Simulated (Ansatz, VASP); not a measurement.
One calculation of MgB2, two programs

```
Mg B
1.0
     2.96256    0.00000    0.00000
    -1.48128    2.56565    0.00000
     0.00000    0.00000    3.29144
Mg B
1 2
Direct
  0.00000 0.00000 0.00000
  0.33333 0.66667 0.50000
  0.66667 0.33333 0.50000
```

Alike in both runs: functional PBEsol; k mesh 18 × 18 × 12; occupations gaussian, width 0.1 eV; no spin polarisation.

Ansatz relaxed the structure, and its values are those at the end. VASP's run is a single point on that final structure, the one shown.

```csv
,VASP,Ansatz
version,VASP 6.6.1,Ansatz 0.2.0
potentials or method,"VASP PAW PBE potentials, release 64 (Mg, B)","scalar-relativistic, plane waves, PAW"
plane-wave cutoff (eV),520,420
valence electrons in the cell,8,16
```

```tsv
	VASP	Ansatz	Ansatz less VASP
gap on the k mesh at the Fermi level (eV)	none	none	-
pressure (GPa)	23.9	23.7	-0.25
```

A gap of «none» marks a metal or a gap that the smearing closes. The two sets of potentials don't hold the same shells in valence.

Caveats: so large a pressure means that the cell lies far from this level's equilibrium, or that cutoff or potentials fall short (VASP); the potentials were made for another functional, which shifts forces and pressure (VASP).
